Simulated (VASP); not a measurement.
# EuS (Fm-3m) in VASP: further runs

Runs on EuS. Level: PBE+U. Tasks: single point.

Program: VASP 6.6.1. These are calculated values, not measurements. Logs are shortened: lines on timing, memory, paths and dates and some standing lists are left out, and cuts for length are marked.

### Step 1. The crystal as given

Symmetry: Fm-3m, No. 225, cubic system. Conventional cell: a = 5.957 Å, b = 5.957 Å, c = 5.957 Å, α = 90.00°, β = 90.00°, γ = 90.00°. Around Eu (site symmetry m-3m) lie 6 S at 2.98 Å. S (site symmetry m-3m) is surrounded by 6 Eu at 2.98 Å.

### Step 2. Single point, PBE+U, collinear spin, typed start

INCAR reads:

```
SYSTEM = EuS
  ALGO = Normal
  EDIFF = 1E-6
  ENCUT = 520
  GGA = PE
  ISIF = 2
  ISMEAR = 0
  ISPIN = 2
  LASPH = .TRUE.
  LCHARG = .FALSE.
  LDAU = .TRUE.
  LDAUJ = 0 0
  LDAUL = 3 -1
  LDAUPRINT = 1
  LDAUTYPE = 2
  LDAUU = 7 0
  LMAXMIX = 6
  LORBIT = 11
  LREAL = .FALSE.
  LWAVE = .FALSE.
  MAGMOM = 7 0
  NBANDS = 22
  NELM = 150
  PREC = Accurate
  SIGMA = 0.02
```

KPOINTS reads:

```
k-points
0
G
  10 10 10
  0 0 0
```

POSCAR reads:

```
EuS
1.0
    0.0000000000      2.9785000000      2.9785000000
    2.9785000000      0.0000000000      2.9785000000
    2.9785000000      2.9785000000      0.0000000000
Eu S
1 1
Direct
    0.0000000000      0.0000000000      0.0000000000
    0.5000000000      0.5000000000      0.5000000000
```

Potentials or basis: VASP PAW PBE potentials, release 64 (Eu, S).

The run is started by

```sh
$ cat potpaw_PBE.64/Eu/POTCAR potpaw_PBE.64/S/POTCAR > POTCAR
$ mpirun -np 1 vasp_std > vasp.out
```

OUTCAR:

```text
SYSTEM = EuS
   EDIFF = 1E-6
   ENCUT = 520
   GGA = PE
   ISIF = 2
   ISMEAR = 0
   ISPIN = 2
   LASPH = .TRUE.
   LORBIT = 11
   LREAL = .FALSE.
   NELM = 150
   PREC = Accurate

 ion  position               nearest neighbor table
   1  0.000  0.000  0.000-   2 2.98   2 2.98   2 2.98   2 2.98   2 2.98   2 2.98
   2  0.500  0.500  0.500-   1 2.98   1 2.98   1 2.98   1 2.98   1 2.98   1 2.98

  LATTYP: Found a face centered cubic cell.
 ALAT       =     5.9570000000

  Lattice vectors:

 A1 = (   0.0000000000,   2.9785000000,   2.9785000000)
 A2 = (   2.9785000000,   0.0000000000,   2.9785000000)
 A3 = (   2.9785000000,   2.9785000000,   0.0000000000)

Analysis of symmetry for initial positions (statically):
=====================================================================
 Subroutine PRICEL returns:
 Original cell was already a primitive cell.

 Routine SETGRP: Setting up the symmetry group for a
 face centered cubic supercell.

 Subroutine GETGRP returns: Found 48 space group operations
 (whereof 48 operations were pure point group operations)
 out of a pool of 48 trial point group operations.

The static configuration has the point symmetry O_h .

Analysis of symmetry for dynamics (positions and initial velocities):
=====================================================================
 Subroutine PRICEL returns:
 Original cell was already a primitive cell.

 Routine SETGRP: Setting up the symmetry group for a
 face centered cubic supercell.

 Subroutine GETGRP returns: Found 48 space group operations
 (whereof 48 operations were pure point group operations)
 out of a pool of 48 trial point group operations.

The dynamic configuration has the point symmetry O_h .

Analysis of structural, dynamic, and magnetic symmetry:
=====================================================================
 Subroutine PRICEL returns:
 Original cell was already a primitive cell.

 Routine SETGRP: Setting up the symmetry group for a
 face centered cubic supercell.

 Subroutine GETGRP returns: Found 48 space group operations
 (whereof 48 operations were pure point group operations)
 out of a pool of 48 trial point group operations.

The overall configuration has the point symmetry O_h .

 Subroutine INISYM returns: Found 48 space group operations
 (whereof 48 operations are pure point group operations),
 and found     1 'primitive' translations

----------------------------------------------------------------------------------------

                                     Primitive cell

  volume of cell :      52.8473

  direct lattice vectors                    reciprocal lattice vectors
     0.000000000  2.978500000  2.978500000    -0.167869733  0.167869733  0.167869733
     2.978500000  0.000000000  2.978500000     0.167869733 -0.167869733  0.167869733
     2.978500000  2.978500000  0.000000000     0.167869733  0.167869733 -0.167869733

  length of vectors
     4.212235096  4.212235096  4.212235096     0.290758907  0.290758907  0.290758907

  position of ions in fractional coordinates (direct lattice)
     0.000000000  0.000000000  0.000000000
     0.500000000  0.500000000  0.500000000

  ion indices of the primitive-cell ions
   primitive index   ion index
                 1           1
                 2           2

----------------------------------------------------------------------------------------

 KPOINTS: k-points

Automatic generation of k-mesh.
 Grid dimensions read from file:
 generate k-points for:   10   10   10

 Generating k-lattice:

  Cartesian coordinates                     Fractional coordinates (reciprocal lattice)
    -0.016786973  0.016786973  0.016786973     0.100000000  0.000000000  0.000000000
[... 52 lines left out ...]
   ICHARG =      2    charge: 1-file 2-atom 10-const
   ISPIN  =      2    spin polarized calculation?
   LNONCOLLINEAR =      F non collinear calculations
   LSORBIT =      F    spin-orbit coupling
   LASPH  =      T    aspherical Exc in radial PAW
   ENCUT  =  520.0 eV  38.22 Ry    6.18 a.u.   7.83  7.83  7.83*2*pi/ulx,y,z
   NELM   =    150;   NELMIN=  2; NELMDL= -5     # of ELM steps
   EDIFF  = 0.1E-05   stopping-criterion for ELM
   LREAL  =      F    real-space projection
[... 7 lines left out ...]
   TEBEG  =    0.0;   TEEND  =   0.0 temperature during run
   PSTRESS=    0.0 pullay stress
   NELECT =      23.0000    total number of electrons
   NUPDOWN=      -1.0000    fix difference up-down
   EMIN   =  10.00;   EMAX   =-10.00  energy-range for DOS
   EFERMI =   0.00;   METHOD = LEGACY
   ISMEAR =     0;   SIGMA  =   0.02  broadening in eV -4-tet -1-fermi 0-gaus
   EFERMI_NEDOS =   21; number of points for ismear=-14 and -15
   IALGO  =     38    algorithm
   IMIX   =      4    mixing-type and parameters
     AMIX     =   0.40;   BMIX     =  1.00
     AMIX_MAG =   1.60;   BMIX_MAG =  1.00
  volume/ion in A,a.u.               =      26.42       178.32
  Fermi-wavevector in a.u.,A,eV,Ry     =   1.240633  2.344456 20.941667  1.539169
  Thomas-Fermi vector in A             =   2.375065
   LORBIT       =     11    0 simple, 1 ext, 2 COOP (PROOUT), +10 PAW based schemes
 LDA+U is selected, type is set to LDAUTYPE =  2
   angular momentum for each species LDAUL =     3   -1
   U (eV)           for each species LDAUU =   7.0  0.0
   J (eV)           for each species LDAUJ =   0.0  0.0
   GGA     = PE    functional components
   LHFCALC =     F    Hartree Fock is set to
   AEXX    =    0.0000 exact exchange contribution
   IVDW    =     0    specifies the selected vdW correction
   LEPSILON=     F    determine dielectric tensor
   LRPA    =     F    only Hartree local field effects (RPA)
 spin polarized calculation
 Gauss-broadening in eV      SIGMA  =   0.02
  energy-cutoff  :      520.00
  volume of cell :       52.85
 maximum number of plane-waves:      1440
   NGX = 15   NGY = 15   NGZ = 15

atom =   1  type =  1  l = 3

 onsite density matrix

spin component  1

  0.9768  0.0000 -0.0006  0.0000  0.0000 -0.0000  0.0000
  0.0000  0.9772  0.0000  0.0000  0.0000  0.0000 -0.0000
 -0.0006  0.0000  0.9771  0.0000  0.0000 -0.0000  0.0000
  0.0000  0.0000  0.0000  0.9763  0.0000 -0.0000 -0.0000
  0.0000  0.0000  0.0000  0.0000  0.9771 -0.0000  0.0006
 -0.0000  0.0000 -0.0000 -0.0000 -0.0000  0.9776  0.0000
  0.0000 -0.0000  0.0000 -0.0000  0.0006  0.0000  0.9768

spin component  2

  0.0018  0.0000  0.0008  0.0000 -0.0000  0.0000 -0.0000
  0.0000  0.0000  0.0000 -0.0000  0.0000 -0.0000  0.0000
  0.0008  0.0000  0.0013 -0.0000 -0.0000  0.0000 -0.0000
  0.0000 -0.0000 -0.0000  0.0024 -0.0000  0.0000 -0.0000
 -0.0000  0.0000 -0.0000 -0.0000  0.0013  0.0000 -0.0008
  0.0000 -0.0000  0.0000  0.0000  0.0000  0.0007  0.0000
 -0.0000  0.0000 -0.0000 -0.0000 -0.0008  0.0000  0.0018

 occupancies and eigenvectors

  o =  0.0000  v =  0.0000  0.0000  0.0000  0.0000  0.0000  0.0000  0.0000 -0.0000  1.0000  0.0000  0.0000 -0.0000  0.0000 -0.0000      0.0000  0.0000  0.0000  0.0000  0.0000  0.0000  0.0000  0.0000  0.0000  0.0000  0.0000  0.0000  0.0000  0.0000
  o =  0.0007  v =  0.0000  0.0000  0.0000  0.0000  0.0000  0.0000  0.0000  0.0003 -0.0000 -0.0003 -0.0000 -0.0006  1.0000 -0.0004      0.0000  0.0000  0.0000  0.0000  0.0000  0.0000  0.0000  0.0000  0.0000  0.0000  0.0000  0.0000  0.0000  0.0000
  o =  0.0007  v =  0.0000  0.0000  0.0000  0.0000  0.0000  0.0000  0.0000  0.0011  0.0000 -0.0014  0.0000  0.7906  0.0007  0.6124      0.0000  0.0000  0.0000  0.0000  0.0000  0.0000  0.0000  0.0000  0.0000  0.0000  0.0000  0.0000  0.0000  0.0000
  o =  0.0007  v =  0.0000  0.0000  0.0000  0.0000  0.0000  0.0000  0.0000 -0.6124 -0.0000  0.7906  0.0000  0.0014  0.0004  0.0011      0.0000  0.0000  0.0000  0.0000  0.0000  0.0000  0.0000  0.0000  0.0000  0.0000  0.0000  0.0000  0.0000  0.0000
  o =  0.0024  v =  0.0000  0.0000  0.0000  0.0000  0.0000  0.0000  0.0000 -0.7906  0.0000 -0.6124 -0.0004  0.0019 -0.0000 -0.0025      0.0000  0.0000  0.0000  0.0000  0.0000  0.0000  0.0000  0.0000  0.0000  0.0000  0.0000  0.0000  0.0000  0.0000
  o =  0.0024  v =  0.0000  0.0000  0.0000  0.0000  0.0000  0.0000  0.0000  0.0025  0.0000  0.0019  0.0002  0.6124  0.0000 -0.7906      0.0000  0.0000  0.0000  0.0000  0.0000  0.0000  0.0000  0.0000  0.0000  0.0000  0.0000  0.0000  0.0000  0.0000
  o =  0.0024  v =  0.0000  0.0000  0.0000  0.0000  0.0000  0.0000  0.0000 -0.0003 -0.0000 -0.0002  1.0000 -0.0002  0.0000  0.0002      0.0000  0.0000  0.0000  0.0000  0.0000  0.0000  0.0000  0.0000  0.0000  0.0000  0.0000  0.0000  0.0000  0.0000
  o =  0.9763  v =  0.0000  0.0000 -0.0000 -0.9882  0.0940 -0.0000 -0.1213  0.0000  0.0000  0.0000  0.0000  0.0000  0.0000  0.0000      0.0000  0.0000  0.0000  0.0000  0.0000  0.0000  0.0000  0.0000  0.0000  0.0000  0.0000  0.0000  0.0000  0.0000
  o =  0.9763  v =  0.0000 -0.0000  0.0000 -0.1534 -0.6051 -0.0000  0.7812  0.0000  0.0000  0.0000  0.0000  0.0000  0.0000  0.0000      0.0000  0.0000  0.0000  0.0000  0.0000  0.0000  0.0000  0.0000  0.0000  0.0000  0.0000  0.0000  0.0000  0.0000
  o =  0.9763  v = -0.7906  0.0000 -0.6124  0.0000  0.0000 -0.0000  0.0000  0.0000  0.0000  0.0000  0.0000  0.0000  0.0000  0.0000      0.0000  0.0000  0.0000  0.0000  0.0000  0.0000  0.0000  0.0000  0.0000  0.0000  0.0000  0.0000  0.0000  0.0000
  o =  0.9772  v =  0.0000 -1.0000 -0.0000 -0.0000 -0.0000  0.0000 -0.0000  0.0000  0.0000  0.0000  0.0000  0.0000  0.0000  0.0000      0.0000  0.0000  0.0000  0.0000  0.0000  0.0000  0.0000  0.0000  0.0000  0.0000  0.0000  0.0000  0.0000  0.0000
  o =  0.9776  v =  0.0000  0.0000 -0.0000 -0.0000 -0.7906 -0.0057 -0.6124  0.0000  0.0000  0.0000  0.0000  0.0000  0.0000  0.0000      0.0000  0.0000  0.0000  0.0000  0.0000  0.0000  0.0000  0.0000  0.0000  0.0000  0.0000  0.0000  0.0000  0.0000
  o =  0.9776  v = -0.6124 -0.0000  0.7906 -0.0000 -0.0000  0.0000 -0.0000  0.0000  0.0000  0.0000  0.0000  0.0000  0.0000  0.0000      0.0000  0.0000  0.0000  0.0000  0.0000  0.0000  0.0000  0.0000  0.0000  0.0000  0.0000  0.0000  0.0000  0.0000
  o =  0.9776  v =  0.0000 -0.0000  0.0000  0.0000  0.0045 -1.0000  0.0035  0.0000  0.0000  0.0000  0.0000  0.0000  0.0000  0.0000      0.0000  0.0000  0.0000  0.0000  0.0000  0.0000  0.0000  0.0000  0.0000  0.0000  0.0000  0.0000  0.0000  0.0000

 number of electron      23.0000004 magnetization       7.0000006

 Free energy of the ion-electron system (eV)
  ---------------------------------------------------
  ext. energy  EPLUGINS =         0.00000000
  ---------------------------------------------------
  free energy    TOTEN  =       -19.05424687 eV

  energy without entropy =      -19.05424687  energy(sigma->0) =      -19.05424687

 E-fermi :   3.1679     XC(G=0):  -9.5479

 val. band max:        2.9852572338   @ k =   0.0000   0.0000   0.0000
 cond. band min:       3.6694905618   @ k =   0.5000   0.5000   0.0000
 fundamental gap:      0.6842333280
 Fermi energy:         3.1679260275

 spin component 1

 k-point     1 :       0.0000    0.0000    0.0000
  band No.  band energies     occupation
      1     -36.3255      1.00000
      2     -15.2235      1.00000
      3     -15.2235      1.00000
      4     -15.2235      1.00000
      5      -9.1590      1.00000
      6       1.1441      1.00000
[... 1193 lines left out ...]
     21      13.8851      0.00000
     22      13.9084      0.00000

 [... further k-points ...]
[... 5 lines left out ...]
  --------------------------------------------------------------------------------------
  -------------------------------------------------------------------------------------
  Total        0.4303925      0.4303925      0.4303925      0.0000000     -0.0000000      0.0000000
  in kB       13.0482555     13.0482555     13.0482555      0.0000000     -0.0000000      0.0000000
  external PRESSURE =      13.0482555 kB  Pullay stress =       0.0000000 kB

 VOLUME and BASIS-vectors are now :
 -----------------------------------------------------------------------------
  energy-cutoff  :      520.00
  volume of cell :       52.85
      direct lattice vectors                 reciprocal lattice vectors
     0.000000000  2.978500000  2.978500000    -0.167869733  0.167869733  0.167869733
     2.978500000  0.000000000  2.978500000     0.167869733 -0.167869733  0.167869733
     2.978500000  2.978500000  0.000000000     0.167869733  0.167869733 -0.167869733

 POSITION                                       TOTAL-FORCE (eV/Angst)
 -----------------------------------------------------------------------------------
      0.00000      0.00000      0.00000         0.000000     -0.000000      0.000000
      2.97850      2.97850      2.97850         0.000000      0.000000     -0.000000
 -----------------------------------------------------------------------------------
    total drift:                                0.000000     -0.000000     -0.000000

  FREE ENERGIE OF THE ION-ELECTRON SYSTEM (eV)
  ---------------------------------------------------
  free  energy   TOTEN  =       -19.0542468703 eV

  energy  without entropy=      -19.0542468703  energy(sigma->0) =      -19.05424687

 total charge

# of ion       s       p       d       f       tot
--------------------------------------------------
    1        2.029   5.793   0.241   6.840  14.904
    2        1.317   2.453   0.000   0.000   3.770
--------------------------------------------------
tot          3.346   8.246   0.241   6.840  18.675

 magnetization (x)

# of ion       s       p       d       f       tot
--------------------------------------------------
    1       -0.016  -0.119   0.043   6.823   6.731
    2       -0.006  -0.055   0.000   0.000  -0.061
--------------------------------------------------
tot         -0.022  -0.174   0.043   6.823   6.670
```

Wall time 2.7 min (1 thread of AMD EPYC 7R13 (Zen 3), shared host); peak memory 0.24 GiB.

What came out:

* Free energy: -19.0542 eV
* Pressure: 1.3 GPa
* Band gap on the k mesh: 0.68 eV, indirect (least direct gap 1.00 eV)
* Net moment: 7.00 μB per cell
* Site moments: Eu +6.73; S -0.06 μB
* Valence electrons inside the program's atomic spheres: Eu 14.90; S 3.77

Levels at points of the mesh, in eV from the valence-band top:
Spin up:
```csv
k point,band 12,band 13,band 14,band 15,band 16,band 17,band 18,band 19
"(0.00, 0.00, 0.00)",-0.68,0.00,0.00,0.00,2.31,2.62,2.62,2.62
"(0.50, 0.00, 0.00)",-0.71,-0.71,-0.68,-0.67,4.34,4.80,5.29,5.29
"(0.50, 0.50, 0.00)",-0.72,-0.70,-0.32,-0.32,0.68,4.67,4.73,6.12
```
Spin down:
```csv
k point,band 6,band 7,band 8,band 9,band 10,band 11
"(0.00, 0.00, 0.00)",-1.24,-1.24,-1.24,2.73,3.26,3.26
"(0.50, 0.00, 0.00)",-3.83,-2.43,-2.43,4.52,5.47,6.25
"(0.50, 0.50, 0.00)",-2.40,-1.60,-1.60,1.19,5.32,5.51
```

Eigenvalues of the final occupation matrices:
| site | spin | trace | eigenvalues |
| --- | --- | --- | --- |
| site 1 f | 1 | 6.84 | 0.98 0.98 0.98 0.98 0.98 0.98 0.98 |
| site 1 f | 2 | 0.01 | 0.00 0.00 0.00 0.00 0.00 0.00 0.00 |

Caveat: spin-orbit coupling is left out, which moves the levels of the heavy elements; a cell with one magnetic atom can't hold antiferromagnetic order, which such compounds often take. The state reached can hang on the start; a lower one may exist.

### Step 3. Single point, PBE+U, collinear spin, typed start

This run uses another cell than the first one: it holds 4 atoms, not 2.

INCAR reads:

```
  PREC = Accurate
  ENCUT = 520
  EDIFF = 1E-6
  ISMEAR = 0
  SIGMA = 0.02
  LREAL = False
  LASPH = True
  NELM = 150
  ALGO = Normal
  ISIF = 2
  LWAVE = False
  LCHARG = False
  ISPIN = 2
  MAGMOM = 7 -7 0 0
  LORBIT = 11
  LMAXMIX = 6
  LDAU = True
  LDAUTYPE = 2
  LDAUL = 3 -1
  LDAUU = 7 0
  LDAUJ = 0 0
  LDAUPRINT = 1
  GGA = PE
  NBANDS = 35
```

KPOINTS reads:

```
Automatic mesh
0
Gamma
  6 6 6
```

POSCAR reads:

```
EuS
1.0
    2.9785000000      2.9785000000      5.9570000000
    5.9570000000      2.9785000000      2.9785000000
    2.9785000000      5.9570000000      2.9785000000
Eu S
2 2
Direct
    0.0000000000      0.0000000000      0.0000000000
    0.5000000000      0.5000000000      0.5000000000
    0.2500000000      0.2500000000      0.2500000000
    0.7500000000      0.7500000000      0.7500000000
```

Potentials or basis: VASP PAW PBE potentials, release 64 (Eu, S).

The run is started by

```sh
$ cat potpaw_PBE.64/Eu/POTCAR potpaw_PBE.64/S/POTCAR > POTCAR
$ mpirun -np 1 vasp_std > vasp.out
```

Run time: 19 min. Hardware: 1 thread of AMD EPYC 7R13 (Zen 3), shared host; peak memory 0.59 GiB.

Results (log left out):

```yaml
Free_energy: -38.1027 eV
Pressure: 1.4 GPa
Band_gap_on_the_k_mesh: 1.18 eV
Net_moment: 0.00 μB per cell
Site_moments: Eu +6.73, -6.73; S +0.00 μB
Valence_electrons_inside_the_program's_atomic_spheres: Eu 14.91; S 3.77
```

Levels at points of the mesh, in eV from the valence-band top:
Spin up:
| k point | band 20 | band 21 | band 22 | band 23 | band 24 | band 25 | band 26 | band 27 |
| --- | --- | --- | --- | --- | --- | --- | --- | --- |
| (0.00, 0.00, 0.00) | -0.39 | -0.02 | 0.00 | 0.00 | 2.78 | 3.15 | 3.15 | 3.15 |
| (0.50, 0.00, 0.00) | -0.45 | -0.43 | -0.37 | -0.27 | 2.49 | 3.05 | 5.46 | 5.89 |
| (0.50, 0.50, 0.00) | -0.43 | -0.42 | -0.24 | -0.20 | 1.18 | 4.70 | 5.27 | 5.30 |
| (0.50, 0.50, 0.50) | -0.39 | -0.27 | -0.21 | -0.21 | 3.13 | 3.61 | 3.85 | 3.85 |
Spin down:
```
           k point  band 19  band 20  band 21  band 22  band 23  band 24  band 25  band 26  band 27  band 28
(0.00, 0.00, 0.00)    -0.45    -0.39    -0.02     0.00     0.00     2.78     3.15     3.15     3.15     4.10
(0.50, 0.00, 0.00)    -0.45    -0.45    -0.43    -0.37    -0.27     2.49     3.05     5.46     5.89     6.01
(0.50, 0.50, 0.00)    -0.44    -0.43    -0.42    -0.24    -0.20     1.18     4.70     5.27     5.30     5.34
(0.50, 0.50, 0.50)    -0.45    -0.39    -0.27    -0.21    -0.21     3.13     3.61     3.85     3.85     4.57
```

Eigenvalues of the final occupation matrices:
| site | spin | trace | eigenvalues |
| --- | --- | --- | --- |
| site 1 f | 1 | 6.84 | 0.98 0.98 0.98 0.98 0.98 0.98 0.98 |
| site 1 f | 2 | 0.01 | 0.00 0.00 0.00 0.00 0.00 0.00 0.00 |
| site 2 f | 1 | 0.01 | 0.00 0.00 0.00 0.00 0.00 0.00 0.00 |
| site 2 f | 2 | 6.84 | 0.98 0.98 0.98 0.98 0.98 0.98 0.98 |

Caveat: spin-orbit coupling is left out, which moves the levels of the heavy elements. A k mesh can miss the band edges.
